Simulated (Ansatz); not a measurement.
System: cubic perovskite BaSnO3. Method: PBEsol in Ansatz (plane waves, PAW).

Numerical settings: plane-wave cutoff 520 eV, 8×8×8 k mesh, Fermi–Dirac smearing 0.01 eV, scalar-relativistic PAW data made under PBE.

The cell is scaled about its equilibrium volume:

```json
[
 {"V (Å³/atom)": "13.167", "P (GPa)": "10.87", "direct gap at Γ (eV)": "2.113", "smallest gap on the k mesh (eV)": "1.656"},
 {"V (Å³/atom)": "13.447", "P (GPa)": "6.81", "direct gap at Γ (eV)": "1.845", "smallest gap on the k mesh (eV)": "1.376"},
 {"V (Å³/atom)": "13.727", "P (GPa)": "3.21", "direct gap at Γ (eV)": "1.589", "smallest gap on the k mesh (eV)": "1.110"},
 {"V (Å³/atom)": "14.007", "P (GPa)": "0.00", "direct gap at Γ (eV)": "1.343", "smallest gap on the k mesh (eV)": "0.856"},
 {"V (Å³/atom)": "14.287", "P (GPa)": "-2.85", "direct gap at Γ (eV)": "1.109", "smallest gap on the k mesh (eV)": "0.615"},
 {"V (Å³/atom)": "14.568", "P (GPa)": "-5.38", "direct gap at Γ (eV)": "0.885", "smallest gap on the k mesh (eV)": "0.385"},
 {"V (Å³/atom)": "14.848", "P (GPa)": "-7.62", "direct gap at Γ (eV)": "0.670", "smallest gap on the k mesh (eV)": "0.166"}
]
```

The fundamental gap (0.86 eV at the equilibrium volume, with added k points) lies elsewhere than Γ–Γ.

Measured, for comparison: band gap 2.95 eV (temperature not stated, no zero-point or thermal correction, indirect, from the absorption edge of a single crystal; as tabulated in Kim et al. (2012), arXiv:1207.0764).

Spin–orbit coupling is not included.

Ansatz is a program for electronic structure.
